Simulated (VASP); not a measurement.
# H2 in VASP: further runs

The runs below take H2 through relaxation of the atoms, with LDA, PBE.

Program: VASP 6.6.1. These are calculated values, not measurements. Logs are shortened: lines on timing, memory, paths and dates and some standing lists are left out, and cuts for length are marked.

## Step 1: The molecule as given

The cell holds a molecule in a box, 2 atoms: a = 10.000 Å, b = 10.500 Å, c = 11.000 Å, α = 90.00°, β = 90.00°, γ = 90.00°.

## Step 2: Relaxation of the atoms, LDA

Contents of INCAR:

```
PREC     = Accurate       # precision mode
ENCUT    = 520            # plane-wave cutoff, eV
EDIFF    = 1E-7           # SCF threshold, eV
ISMEAR   = 0              # smearing method
SIGMA    = 0.02           # smearing width, eV
LREAL    = False          # projectors in reciprocal space
LASPH    = True           # aspherical terms in the spheres
NELM     = 100            # most SCF steps
ALGO     = Normal         # electronic algorithm
ISIF     = 2              # what is computed and relaxed
LWAVE    = False          # write WAVECAR
LCHARG   = False          # write CHGCAR
IBRION   = 2              # ionic algorithm
NSW      = 90             # ionic steps
EDIFFG   = -0.005         # ionic threshold
ISYM     = 0
```

Contents of KPOINTS:

```
Automatic mesh
0
Gamma
  1 1 1
```

Contents of POSCAR:

```
H
1.0
   10.0000000000      0.0000000000      0.0000000000
    0.0000000000     10.5000000000      0.0000000000
    0.0000000000      0.0000000000     11.0000000000
H
2
Direct
    0.5000000000      0.5000000000      0.4663636400
    0.5000000000      0.5000000000      0.5336363600
```

Potentials or basis: VASP PAW LDA potentials, release 64 (H).

Started as:

```bash
$ cat potpaw_LDA.64/H/POTCAR > POTCAR
$ mpirun -np 1 vasp_std > vasp.out
```

OUTCAR:

```text
PREC = Accurate
   ENCUT = 520
   EDIFF = 1E-7
   ISMEAR = 0
   LREAL = False
   LASPH = True
   NELM = 100
   ISIF = 2
   IBRION = 2
   NSW = 90
   EDIFFG = -0.005
   ISYM = 0

 ion  position               nearest neighbor table
   1  0.500  0.500  0.466-   2 0.74
   2  0.500  0.500  0.534-   1 0.74

IMPORTANT INFORMATION: All symmetrisations will be switched off!
NOSYMM: (Re-)initialisation of all symmetry stuff for point group C_1.

----------------------------------------------------------------------------------------

                                     Primitive cell

  volume of cell :    1155.0000

  direct lattice vectors                    reciprocal lattice vectors
    10.000000000  0.000000000  0.000000000     0.100000000  0.000000000  0.000000000
     0.000000000 10.500000000  0.000000000     0.000000000  0.095238095  0.000000000
     0.000000000  0.000000000 11.000000000     0.000000000  0.000000000  0.090909091

  length of vectors
    10.000000000 10.500000000 11.000000000     0.100000000  0.095238095  0.090909091

  position of ions in fractional coordinates (direct lattice)
     0.500000000  0.500000000  0.466363640
     0.500000000  0.500000000  0.533636360

  ion indices of the primitive-cell ions
   primitive index   ion index
                 1           1
                 2           2

----------------------------------------------------------------------------------------

 KPOINTS: Automatic mesh

Automatic generation of k-mesh.
 Grid dimensions read from file:
 generate k-points for:    1    1    1

 Generating k-lattice:

  Cartesian coordinates                     Fractional coordinates (reciprocal lattice)
     0.100000000  0.000000000  0.000000000     1.000000000  0.000000000  0.000000000
     0.000000000  0.095238095  0.000000000     0.000000000  1.000000000  0.000000000
     0.000000000  0.000000000  0.090909091     0.000000000  0.000000000  1.000000000

  Length of vectors
     0.100000000  0.095238095  0.090909091

  Shift w.r.t. Gamma in fractional coordinates (k-lattice)
     0.000000000  0.000000000  0.000000000

 Subroutine IBZKPT returns following result:
 ===========================================

 Found      1 irreducible k-points:

 Following reciprocal coordinates:
            Coordinates               Weight
  0.000000  0.000000  0.000000      1.000000
   k-points           NKPTS =      1   k-points in BZ     NKDIM =      1   number of bands    NBANDS=      5
   number of dos      NEDOS =    301   number of ions     NIONS =      2
   total plane-waves  NPLWV = 537600
   dimension x,y,z NGX =    80 NGY =   80 NGZ =   84
   dimension x,y,z NGXF=   160 NGYF=  160 NGZF=  168
   ions per type =               2
   NGX,Y,Z   is equivalent  to a cutoff of  13.30, 12.67, 12.70 a.u.
   NGXF,Y,Z  is equivalent  to a cutoff of  26.60, 25.33, 25.39 a.u.
 SYSTEM =  unknown system
   PREC   = accura    normal or accurate (medium, high low for compatibility)
   ISTART =      0    job   : 0-new  1-cont  2-samecut
   ICHARG =      2    charge: 1-file 2-atom 10-const
   ISPIN  =      1    spin polarized calculation?
   LNONCOLLINEAR =      F non collinear calculations
   LSORBIT =      F    spin-orbit coupling
   LASPH  =      T    aspherical Exc in radial PAW
   ENCUT  =  520.0 eV  38.22 Ry    6.18 a.u.  18.59 19.52 20.45*2*pi/ulx,y,z
   NELM   =    100;   NELMIN=  2; NELMDL= -5     # of ELM steps
   EDIFF  = 0.1E-06   stopping-criterion for ELM
   LREAL  =      F    real-space projection
   EDIFFG = -.5E-02   stopping-criterion for IOM
   NSW    =     90    number of steps for IOM
   IBRION =      2    ionic relax: 0-MD 1-quasi-New 2-CG
   NFREE  =      1    steps in history (QN), initial steepest desc. (CG)
   ISIF   =      2    stress and relaxation
   ISYM   =      0    0-nonsym 1-usesym 2-fastsym
   POTIM  = 0.5000    time-step for ionic-motion
   TEBEG  =    0.0;   TEEND  =   0.0 temperature during run
   PSTRESS=    0.0 pullay stress
   NELECT =       2.0000    total number of electrons
   NUPDOWN=      -1.0000    fix difference up-down
   EMIN   =  10.00;   EMAX   =-10.00  energy-range for DOS
   EFERMI =   0.00;   METHOD = LEGACY
   ISMEAR =     0;   SIGMA  =   0.02  broadening in eV -4-tet -1-fermi 0-gaus
   EFERMI_NEDOS =   21; number of points for ismear=-14 and -15
   IALGO  =     38    algorithm
   IMIX   =      4    mixing-type and parameters
     AMIX     =   0.40;   BMIX     =  1.00
     AMIX_MAG =   1.60;   BMIX_MAG =  1.00
  volume/ion in A,a.u.               =     577.50      3897.16
  Fermi-wavevector in a.u.,A,eV,Ry     =   0.196588  0.371498  0.525823  0.038647
  Thomas-Fermi vector in A             =   0.945437
   LORBIT       =      0    0 simple, 1 ext, 2 COOP (PROOUT), +10 PAW based schemes
   GGA     = CA    functional components
   LHFCALC =     F    Hartree Fock is set to
   AEXX    =    0.0000 exact exchange contribution
   IVDW    =     0    specifies the selected vdW correction
   LEPSILON=     F    determine dielectric tensor
   LRPA    =     F    only Hartree local field effects (RPA)
 conjugate gradient relaxation of ions
 non-spin polarized calculation
 Gauss-broadening in eV      SIGMA  =   0.02
  energy-cutoff  :      520.00
  volume of cell :     1155.00
 maximum number of plane-waves:     31095
 NGX is ok and might be reduce to    80
   NGX = 37   NGY = 39   NGZ = 41

--------------------------------------- Ionic step        1  -------------------------------------------

 number of electron       2.0000000 magnetization

 Free energy of the ion-electron system (eV)
  ---------------------------------------------------
  ext. energy  EPLUGINS =         0.00000000
  ---------------------------------------------------
  free energy    TOTEN  =        -6.68706888 eV

  energy without entropy =       -6.68706888  energy(sigma->0) =       -6.68706888

------------------------ aborting loop because EDIFF is reached ----------------------------------------

  FORCE on cell =-STRESS in cart. coord.  units (eV):
  Direction    XX          YY          ZZ          XY          YZ          ZX
  --------------------------------------------------------------------------------------
  -------------------------------------------------------------------------------------
  Total       -0.0268914     -0.0266718      0.6330163     -0.0000000     -0.0000000     -0.0000000
  in kB       -0.0373028     -0.0369983      0.8780990     -0.0000000     -0.0000000     -0.0000000
  external PRESSURE =       0.2679327 kB  Pullay stress =       0.0000000 kB
[... 21 lines left out ...]
  energy  without entropy=       -6.6870688802  energy(sigma->0) =       -6.68706888

--------------------------------------- Ionic step        2  -------------------------------------------

 number of electron       2.0000000 magnetization

 E-fermi :  -9.7537     XC(G=0):  -0.3284

 val. band max:       -9.8525392579   @ k =   0.0000   0.0000   0.0000
 cond. band min:      -0.1244443110   @ k =   0.0000   0.0000   0.0000
 fundamental gap:      9.7280949469
 Fermi energy:        -9.7537256929

 k-point     1 :       0.0000    0.0000    0.0000
  band No.  band energies     occupation
      1      -9.8525      2.00000
      2      -0.1244      0.00000
      3       0.0822      0.00000
      4       0.8842      0.00000
      5       0.9763      0.00000

------------------------ aborting loop because EDIFF is reached ----------------------------------------

  FORCE on cell =-STRESS in cart. coord.  units (eV):
  Direction    XX          YY          ZZ          XY          YZ          ZX
  --------------------------------------------------------------------------------------
  -------------------------------------------------------------------------------------
  Total       -0.0247069     -0.0245636     -1.3766470     -0.0000000     -0.0000000     -0.0000000
  in kB       -0.0342725     -0.0340737     -1.9096386     -0.0000000     -0.0000000     -0.0000000
  external PRESSURE =      -0.6593283 kB  Pullay stress =       0.0000000 kB
[... 53 lines left out ...]
  FREE ENERGIE OF THE ION-ELECTRON SYSTEM (eV)
  ---------------------------------------------------
  free  energy   TOTEN  =        -6.6983444708 eV

  energy  without entropy=       -6.6983444708  energy(sigma->0) =       -6.69834447

[... ionic steps 4 to 12 ...]

--------------------------------------- Ionic step       13  -------------------------------------------

 number of electron       2.0000000 magnetization

------------------------ aborting loop because EDIFF is reached ----------------------------------------

  FORCE on cell =-STRESS in cart. coord.  units (eV):
  Direction    XX          YY          ZZ          XY          YZ          ZX
  --------------------------------------------------------------------------------------
  -------------------------------------------------------------------------------------
  Total       -0.0263294     -0.0261553     -0.0252361     -0.0000000      0.0000000     -0.0000000
  in kB       -0.0365233     -0.0362818     -0.0350066     -0.0000000      0.0000000     -0.0000000
  external PRESSURE =      -0.0359372 kB  Pullay stress =       0.0000000 kB
[... 57 lines left out ...]
  energy  without entropy=       -6.6983443406  energy(sigma->0) =       -6.69834434

--------------------------------------- Ionic step       15  -------------------------------------------

 number of electron       2.0000000 magnetization

 Free energy of the ion-electron system (eV)
  ---------------------------------------------------
  ext. energy  EPLUGINS =         0.00000000
  ---------------------------------------------------
  free energy    TOTEN  =        -6.69834483 eV

  energy without entropy =       -6.69834483  energy(sigma->0) =       -6.69834483

 E-fermi : -10.0216     XC(G=0):  -0.3099

 val. band max:      -10.1231691369   @ k =   0.0000   0.0000   0.0000
 cond. band min:      -0.1148521638   @ k =   0.0000   0.0000   0.0000
 fundamental gap:     10.0083169731
 Fermi energy:       -10.0216029487

 k-point     1 :       0.0000    0.0000    0.0000
  band No.  band energies     occupation
      1     -10.1232      2.00000
      2      -0.1149      0.00000
      3       0.2952      0.00000
      4       0.9135      0.00000
      5       1.0074      0.00000

------------------------ aborting loop because EDIFF is reached ----------------------------------------

  FORCE on cell =-STRESS in cart. coord.  units (eV):
  Direction    XX          YY          ZZ          XY          YZ          ZX
  --------------------------------------------------------------------------------------
  -------------------------------------------------------------------------------------
  Total       -0.0265573     -0.0263834     -0.0293575     -0.0000000     -0.0000000     -0.0000000
  in kB       -0.0368395     -0.0365981     -0.0407237     -0.0000000     -0.0000000     -0.0000000
  external PRESSURE =      -0.0380538 kB  Pullay stress =       0.0000000 kB
[... 17 lines left out ...]
  FREE ENERGIE OF THE ION-ELECTRON SYSTEM (eV)
  ---------------------------------------------------
  free  energy   TOTEN  =        -6.6983448287 eV

  energy  without entropy=       -6.6983448287  energy(sigma->0) =       -6.69834483

 reached required accuracy - stopping structural energy minimisation
```

It took 1.7 min on 1 thread of Intel Xeon Platinum 8488C (Sapphire Rapids), shared host; peak memory 0.61 GiB.

Results:

| Quantity | Value |
| --- | --- |
| Free energy | -6.6983 eV |
| Energy gained by relaxing | 5.6 meV/atom |
| Ionic steps | 15 |
| Gap between the frontier levels | 10.01 eV |

Forces on the atoms (eV/Å):
```
H    0.000  0.000 -0.003
H    0.000  0.000  0.003
```

Step by step:
```
step  energy change (eV)  largest force (eV/Å)  pressure (GPa)
   1              0.0000                0.9004            0.03
   2              0.0419                1.6350           -0.07
   3             -0.0113                0.0054            0.00
   4             -0.0113                0.0113            0.00
   5             -0.0113                0.0109            0.00
   6             -0.0113                0.0098            0.00
   7             -0.0113                0.0098            0.00
   8             -0.0113                0.0097            0.00
   9             -0.0113                0.0097            0.00
  10             -0.0113                0.0096            0.00
  11             -0.0113                0.0094            0.00
  12             -0.0113                0.0089            0.00
  13             -0.0113                0.0081            0.00
  14             -0.0113                0.0064            0.00
  15             -0.0113                0.0029            0.00
```

Final structure:
```
H
1.0
    10.00000    0.00000    0.00000
     0.00000   10.50000    0.00000
     0.00000    0.00000   11.00000
H
2
Direct
  0.50000 0.50000 0.46520
  0.50000 0.50000 0.53480
```

Expect the measured gap to be larger: semilocal functionals such as LDA lack the derivative discontinuity.

## Step 3: Relaxation of the atoms, PBE

INCAR: that of step 2 with these lines changed.

```diff
@@ -12,2 +12,3 @@
 LCHARG   = False          # write CHGCAR
+GGA      = PE             # functional
 IBRION   = 2              # ionic algorithm
```

KPOINTS is that of step 2.

POSCAR is that of step 2.

Potentials or basis: VASP PAW PBE potentials, release 64 (H).

Started as:

```bash
$ cat potpaw_PBE.64/H/POTCAR > POTCAR
$ mpirun -np 1 vasp_std > vasp.out
```

Run time: 2.2 min. Hardware: 1 thread of Intel Xeon Platinum 8488C (Sapphire Rapids), shared host; peak memory 0.95 GiB.

Results (log left out):

```yaml
Free_energy: -6.7724 eV
Energy_gained_by_relaxing: 0.9 meV/atom
Ionic_steps: 3
Gap_between_the_frontier_levels: 10.16 eV
```

The path:
```
step  energy change (eV)  largest force (eV/Å)  pressure (GPa)
   1              0.0000                0.3531            0.01
   2              0.0078                0.7708           -0.03
   3             -0.0017                0.0004            0.00
```

Final structure:
```
H
1.0
    10.00000    0.00000    0.00000
     0.00000   10.50000    0.00000
     0.00000    0.00000   11.00000
H
2
Direct
  0.50000 0.50000 0.46591
  0.50000 0.50000 0.53409
```

Levels at points of the mesh, in eV from the valence-band top:
```csv
k point,band 1,band 2,band 3,band 4,band 5
"(0.00, 0.00, 0.00)",0.00,10.16,10.62,11.19,11.29
```

As with any semilocal functional, this PBE gap is likely too small.
